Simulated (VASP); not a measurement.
# GaAs (F-43m) in VASP: further runs

Runs on GaAs. Level: PBE. Tasks: single point.

All numbers are computed with VASP 6.6.1; they aren't measurements. Logs are shortened: lines on timing, memory, paths and dates and some standing lists are left out, and cuts for length are marked.

## Step 1: The undisturbed crystal

The structure is cubic, space group F-43m (No. 216). The conventional cell has a = 5.654 Å, b = 5.654 Å, c = 5.654 Å, α = 90.00°, β = 90.00°, γ = 90.00°. Around Ga (site symmetry -43m) lie 4 As at 2.45 Å. As (site symmetry -43m) is surrounded by 4 Ga at 2.45 Å.

## Step 2: Single point, PBE (a relaxed cell with its volume scaled by 0.94)

INCAR reads:

```
SYSTEM = GaAs
ALGO     = Normal         ! electronic algorithm
EDIFF    = 1E-7           ! SCF threshold, eV
ENCUT    = 520            ! plane-wave cutoff, eV
GGA      = PE             ! functional
ISIF     = 2              ! what is computed and relaxed
ISMEAR   = 0              ! smearing method
LASPH    = .TRUE.         ! aspherical terms in the spheres
LCHARG   = .FALSE.        ! write CHGCAR
LREAL    = .FALSE.        ! projectors in reciprocal space
LWAVE    = .FALSE.        ! write WAVECAR
NBANDS   = 16             ! bands
NELM     = 80             ! most SCF steps
PREC     = Accurate       ! precision mode
SIGMA    = 0.02           ! smearing width, eV
```

KPOINTS reads:

```
k-points
0
G
  2 2 2
  0 0 0
```

POSCAR reads:

```
GaAs                                    
1.0
    0.0000000000      2.9993192548      2.9993192548
    2.9993192548      0.0000000000      2.9993192548
    2.9993192548      2.9993192548     -0.0000000000
  Ga              As            
     1     1
Direct
     0.0000000000000000    0.0000000000000000    0.0000000000000000
     0.2500000000000000    0.2500000000000000    0.2500000000000000
```

Potentials or basis: VASP PAW PBE potentials, release 64 (Ga_d, As).

On the command line:

```bash
> cat potpaw_PBE.64/Ga_d/POTCAR potpaw_PBE.64/As/POTCAR > POTCAR
> mpirun -np 1 vasp_std > vasp.out
```

OUTCAR:

```text
SYSTEM = GaAs
   EDIFF = 1E-7
   ENCUT = 520
   GGA = PE
   ISIF = 2
   ISMEAR = 0
   LASPH = .TRUE.
   LREAL = .FALSE.
   NELM = 80
   PREC = Accurate

 ion  position               nearest neighbor table
   1  0.000  0.000  0.000-   2 2.60   2 2.60   2 2.60   2 2.60
   2  0.250  0.250  0.250-   1 2.60   1 2.60   1 2.60   1 2.60

  LATTYP: Found a face centered cubic cell.
 ALAT       =     5.9986385096

  Lattice vectors:

 A1 = (   0.0000000000,   2.9993192548,   2.9993192548)
 A2 = (   2.9993192548,   0.0000000000,   2.9993192548)
 A3 = (   2.9993192548,   2.9993192548,   0.0000000000)

Analysis of symmetry for initial positions (statically):
=====================================================================
 Subroutine PRICEL returns:
 Original cell was already a primitive cell.

 Routine SETGRP: Setting up the symmetry group for a
 face centered cubic supercell.

 Subroutine GETGRP returns: Found 24 space group operations
 (whereof 24 operations were pure point group operations)
 out of a pool of 48 trial point group operations.

The static configuration has the point symmetry T_d .

Analysis of symmetry for dynamics (positions and initial velocities):
=====================================================================
 Subroutine PRICEL returns:
 Original cell was already a primitive cell.

 Routine SETGRP: Setting up the symmetry group for a
 face centered cubic supercell.

 Subroutine GETGRP returns: Found 24 space group operations
 (whereof 24 operations were pure point group operations)
 out of a pool of 48 trial point group operations.

The dynamic configuration has the point symmetry T_d .

 Subroutine INISYM returns: Found 24 space group operations
 (whereof 24 operations are pure point group operations),
 and found     1 'primitive' translations

----------------------------------------------------------------------------------------

                                     Primitive cell

  volume of cell :      53.9632

  direct lattice vectors                    reciprocal lattice vectors
     0.000000000  2.999319255  2.999319255    -0.166704494  0.166704494  0.166704494
     2.999319255  0.000000000  2.999319255     0.166704494 -0.166704494  0.166704494
     2.999319255  2.999319255  0.000000000     0.166704494  0.166704494 -0.166704494

  length of vectors
     4.241677968  4.241677968  4.241677968     0.288740654  0.288740654  0.288740654

  position of ions in fractional coordinates (direct lattice)
     0.000000000  0.000000000  0.000000000
     0.250000000  0.250000000  0.250000000

  ion indices of the primitive-cell ions
   primitive index   ion index
                 1           1
                 2           2

----------------------------------------------------------------------------------------

 KPOINTS: k-points

Automatic generation of k-mesh.
 Grid dimensions read from file:
 generate k-points for:    2    2    2

 Generating k-lattice:

  Cartesian coordinates                     Fractional coordinates (reciprocal lattice)
    -0.083352247  0.083352247  0.083352247     0.500000000  0.000000000  0.000000000
     0.083352247 -0.083352247  0.083352247     0.000000000  0.500000000  0.000000000
     0.083352247  0.083352247 -0.083352247     0.000000000  0.000000000  0.500000000

  Length of vectors
     0.144370327  0.144370327  0.144370327

  Shift w.r.t. Gamma in fractional coordinates (k-lattice)
     0.000000000  0.000000000  0.000000000

 Subroutine IBZKPT returns following result:
 ===========================================

 Found      3 irreducible k-points:

 Following reciprocal coordinates:
            Coordinates               Weight
  0.000000  0.000000  0.000000      1.000000
  0.500000  0.000000  0.000000      4.000000
  0.500000  0.500000  0.000000      3.000000
   k-points           NKPTS =      3   k-points in BZ     NKDIM =      3   number of bands    NBANDS=     16
   number of dos      NEDOS =    301   number of ions     NIONS =      2
   total plane-waves  NPLWV =  32768
   dimension x,y,z NGX =    32 NGY =   32 NGZ =   32
   dimension x,y,z NGXF=    64 NGYF=   64 NGZF=   64
   ions per type =               1   1
   NGX,Y,Z   is equivalent  to a cutoff of  12.54, 12.54, 12.54 a.u.
   NGXF,Y,Z  is equivalent  to a cutoff of  25.08, 25.08, 25.08 a.u.
 SYSTEM =  GaAs
   PREC   = accura    normal or accurate (medium, high low for compatibility)
   ISTART =      0    job   : 0-new  1-cont  2-samecut
   ICHARG =      2    charge: 1-file 2-atom 10-const
   ISPIN  =      1    spin polarized calculation?
   LNONCOLLINEAR =      F non collinear calculations
   LSORBIT =      F    spin-orbit coupling
   LASPH  =      T    aspherical Exc in radial PAW
   ENCUT  =  520.0 eV  38.22 Ry    6.18 a.u.   7.89  7.89  7.89*2*pi/ulx,y,z
   NELM   =     80;   NELMIN=  2; NELMDL= -5     # of ELM steps
   EDIFF  = 0.1E-06   stopping-criterion for ELM
   LREAL  =      F    real-space projection
   EDIFFG = 0.1E-05   stopping-criterion for IOM
   NSW    =      0    number of steps for IOM
   IBRION =     -1    ionic relax: 0-MD 1-quasi-New 2-CG
   NFREE  =      0    steps in history (QN), initial steepest desc. (CG)
   ISIF   =      2    stress and relaxation
   ISYM   =      2    0-nonsym 1-usesym 2-fastsym
   POTIM  = 0.5000    time-step for ionic-motion
   TEBEG  =    0.0;   TEEND  =   0.0 temperature during run
   PSTRESS=    0.0 pullay stress
   NELECT =      18.0000    total number of electrons
   NUPDOWN=      -1.0000    fix difference up-down
   EMIN   =  10.00;   EMAX   =-10.00  energy-range for DOS
   EFERMI =   0.00;   METHOD = LEGACY
   ISMEAR =     0;   SIGMA  =   0.02  broadening in eV -4-tet -1-fermi 0-gaus
   EFERMI_NEDOS =   21; number of points for ismear=-14 and -15
   IALGO  =     38    algorithm
   IMIX   =      4    mixing-type and parameters
     AMIX     =   0.40;   BMIX     =  1.00
     AMIX_MAG =   1.60;   BMIX_MAG =  1.00
  volume/ion in A,a.u.               =      26.98       182.08
  Fermi-wavevector in a.u.,A,eV,Ry     =   1.135358  2.145516 17.538436  1.289039
  Thomas-Fermi vector in A             =   2.272063
   LORBIT       =      0    0 simple, 1 ext, 2 COOP (PROOUT), +10 PAW based schemes
   GGA     = PE    functional components
   LHFCALC =     F    Hartree Fock is set to
   AEXX    =    0.0000 exact exchange contribution
   IVDW    =     0    specifies the selected vdW correction
   LEPSILON=     F    determine dielectric tensor
   LRPA    =     F    only Hartree local field effects (RPA)
 non-spin polarized calculation
 Gauss-broadening in eV      SIGMA  =   0.02
  energy-cutoff  :      520.00
  volume of cell :       53.96
 maximum number of plane-waves:      1459
 NGX is ok and might be reduce to    32
   NGX = 15   NGY = 15   NGZ = 15

 number of electron      18.0000007 magnetization

 Free energy of the ion-electron system (eV)
  ---------------------------------------------------
  ext. energy  EPLUGINS =         0.00000000
  ---------------------------------------------------
  free energy    TOTEN  =        -6.16854207 eV

  energy without entropy =       -6.16468551  energy(sigma->0) =       -6.16661379

 E-fermi :   2.7322     XC(G=0):  -8.6148

 val. band max:        2.7260962277   @ k =   0.0000   0.0000   0.0000
 cond. band min:       3.1808270444   @ k =   0.5000   0.0000   0.0000
 fundamental gap:      0.4547308167
 Fermi energy:         2.7321874914

 k-point     1 :       0.0000    0.0000    0.0000
  band No.  band energies     occupation
      1     -12.0266      2.00000
      2     -12.0266      2.00000
      3     -12.0266      2.00000
      4     -11.9869      2.00000
      5     -11.9869      2.00000
      6      -8.8643      2.00000
      7       1.9439      2.00000
      8       2.7261      1.33334
      9       2.7261      1.33333
     10       2.7261      1.33333
     11       6.1968      0.00000
     12       6.1968      0.00000
     13       6.1968      0.00000
     14       9.7691      0.00000
     15      12.2445      0.00000
     16      12.2445      0.00000

 k-point     2 :       0.5000    0.0000    0.0000
  band No.  band energies     occupation
      1     -12.0595      2.00000
      2     -12.0166      2.00000
      3     -12.0166      2.00000
      4     -11.9844      2.00000
      5     -11.9844      2.00000
      6      -7.5495      2.00000
      7      -3.1907      2.00000
      8       1.7891      2.00000
      9       1.7891      2.00000
     10       3.1808      0.00000
     11       7.0943      0.00000
     12       7.0943      0.00000
     13      10.1089      0.00000
     14      11.9270      0.00000
     15      13.5957      0.00000
     16      13.6192      0.00000

 k-point     3 :       0.5000    0.5000    0.0000
  band No.  band energies     occupation
      1     -12.0790      2.00000
      2     -12.0011      2.00000
      3     -12.0011      2.00000
      4     -11.9984      2.00000
      5     -11.9798      2.00000
      6      -6.9935      2.00000
      7      -3.4958      2.00000
      8       0.5416      2.00000
      9       0.5416      2.00000
     10       4.3156      0.00000
     11       4.3271      0.00000
     12      11.4361      0.00000
     13      11.4361      0.00000
     14      12.3238      0.00000
     15      14.1961      0.00000
     16      15.1246      0.00000

------------------------ aborting loop because EDIFF is reached ----------------------------------------

  FORCE on cell =-STRESS in cart. coord.  units (eV):
  Direction    XX          YY          ZZ          XY          YZ          ZX
  --------------------------------------------------------------------------------------
  -------------------------------------------------------------------------------------
  Total        0.9255252      0.9255252      0.9255252      0.0000000      0.0000000      0.0000000
  in kB       27.4789892     27.4789892     27.4789892      0.0000000      0.0000000      0.0000000
  external PRESSURE =      27.4789892 kB  Pullay stress =       0.0000000 kB

 VOLUME and BASIS-vectors are now :
 -----------------------------------------------------------------------------
  energy-cutoff  :      520.00
  volume of cell :       53.96
      direct lattice vectors                 reciprocal lattice vectors
     0.000000000  2.999319255  2.999319255    -0.166704494  0.166704494  0.166704494
     2.999319255  0.000000000  2.999319255     0.166704494 -0.166704494  0.166704494
     2.999319255  2.999319255  0.000000000     0.166704494  0.166704494 -0.166704494

 POSITION                                       TOTAL-FORCE (eV/Angst)
 -----------------------------------------------------------------------------------
      0.00000      0.00000      0.00000        -0.000000     -0.000000     -0.000000
      1.49966      1.49966      1.49966         0.000000      0.000000      0.000000
 -----------------------------------------------------------------------------------
    total drift:                                0.000002      0.000002      0.000003

  FREE ENERGIE OF THE ION-ELECTRON SYSTEM (eV)
  ---------------------------------------------------
  free  energy   TOTEN  =        -6.1685420683 eV

  energy  without entropy=       -6.1646855103  energy(sigma->0) =       -6.16661379
```

Wall time 6.9 s (1 thread of Intel Xeon Platinum 8375C at 2.90GHz (Ice Lake), shared host); peak memory 0.17 GiB.

Results:

| Quantity | Value |
| --- | --- |
| Free energy | -6.1685 eV |
| Pressure | 2.7 GPa |
| Band gap on the k mesh | none (metal or under the smearing width) |

Caveat: the k mesh is coarse (spacing up to 0.91 Å⁻¹), so the values aren't converged.

## Step 3: Single point, PBE (a relaxed cell with its volume scaled by 1.06)

INCAR is that of step 2.

KPOINTS is that of step 2.

POSCAR reads:

```
GaAs                                    
1.0
    0.0000000000      3.1218739665      3.1218739665
    3.1218739665      0.0000000000      3.1218739665
    3.1218739665      3.1218739665     -0.0000000000
  Ga              As            
     1     1
Direct
     0.0000000000000000    0.0000000000000000    0.0000000000000000
     0.2500000000000000    0.2500000000000000    0.2500000000000000
```

Potentials or basis: VASP PAW PBE potentials, release 64 (Ga_d, As).

On the command line:

```bash
> cat potpaw_PBE.64/Ga_d/POTCAR potpaw_PBE.64/As/POTCAR > POTCAR
> mpirun -np 1 vasp_std > vasp.out
```

Wall time 10 s (1 thread of Intel Xeon Platinum 8375C at 2.90GHz (Ice Lake), shared host); peak memory 0.19 GiB.

Results (log left out):

| Property | Result |
| --- | --- |
| Free energy | -6.1740 eV |
| Pressure | -1.9 GPa |
| Band gap on the k mesh | none (metal or under the smearing width) |

Levels at points of the mesh, in eV from the Fermi level:
```
           k point  band 5  band 6  band 7  band 8  band 9  band 10  band 11  band 12  band 13  band 14
(0.00, 0.00, 0.00)  -14.66  -10.97   -1.53   -0.01   -0.01    -0.01     3.39     3.39     3.39     6.70
(0.50, 0.00, 0.00)  -14.66   -9.93   -5.49   -0.80   -0.80     0.20     4.25     4.25     6.98     8.52
(0.50, 0.50, 0.00)  -14.66   -9.50   -5.83   -1.87   -1.87     1.52     1.74     7.86     7.86     8.77
```

Caveat: the k mesh is coarse (spacing up to 0.87 Å⁻¹), so the values aren't converged.
